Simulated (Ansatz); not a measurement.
# How far is PAW off for Cd?

```yaml
crystal:
  lattice:
    - [2.97887, 0.00000, 0.00000]
    - [-1.48944, 2.57978, 0.00000]
    - [0.00000, 0.00000, 5.61765]
  atoms:
    - { symbol: Cd, position: [0.33333, 0.66667, 0.25000] }
    - { symbol: Cd, position: [0.66667, 0.33333, 0.75000] }
```

Atoms are numbered in the order listed.

The cell is COD entry 9008490, as deposited and not checked against the literature; nothing was relaxed.

Methods: DFT, PBE, PAW with Ansatz's default frozen-core files, fully relativistic files with spin-orbit coupling (Ansatz 0.2.0); DFT, PBE, all-electron LAPW, Dirac equation with spin-orbit coupling (Ansatz 0.2.0).

For PAW: a Γ-centred 16×16×7 k mesh, Fermi–Dirac smearing of 0.05 eV, cutoff 420 eV, no spin polarisation. LAPW targets a basis error of 1 meV/atom. The Ansatz runs share mesh, smearing and spin set-up. Plane-wave (PAW) pressures include the program's estimate of the Pulay term.

Stress and pressure are positive in compression.

Levels count from the Fermi level.

PAW results:

```tsv
quantity	PAW
pressure (GPa)	2.73
stress xx (GPa)	3.08
stress zz (GPa)	2.02
highest filled level at M (eV)	-1.856
lowest empty level at M (eV)	1.918
highest filled level at Γ (eV)	-3.034
lowest empty level at Γ (eV)	10.283
highest filled level at H (eV)	-8.376
lowest empty level at H (eV)	0.929
```

(1) What does full-potential LAPW give for the same quantities?

Results:

(1) 
```
                      quantity    LAPW
                pressure (GPa)    2.73
               stress xx (GPa)    3.08
               stress zz (GPa)    2.03
highest filled level at M (eV)  -1.857
  lowest empty level at M (eV)   1.918
highest filled level at Γ (eV)  -3.035
  lowest empty level at Γ (eV)  10.287
highest filled level at H (eV)  -8.378
  lowest empty level at H (eV)   0.930
```
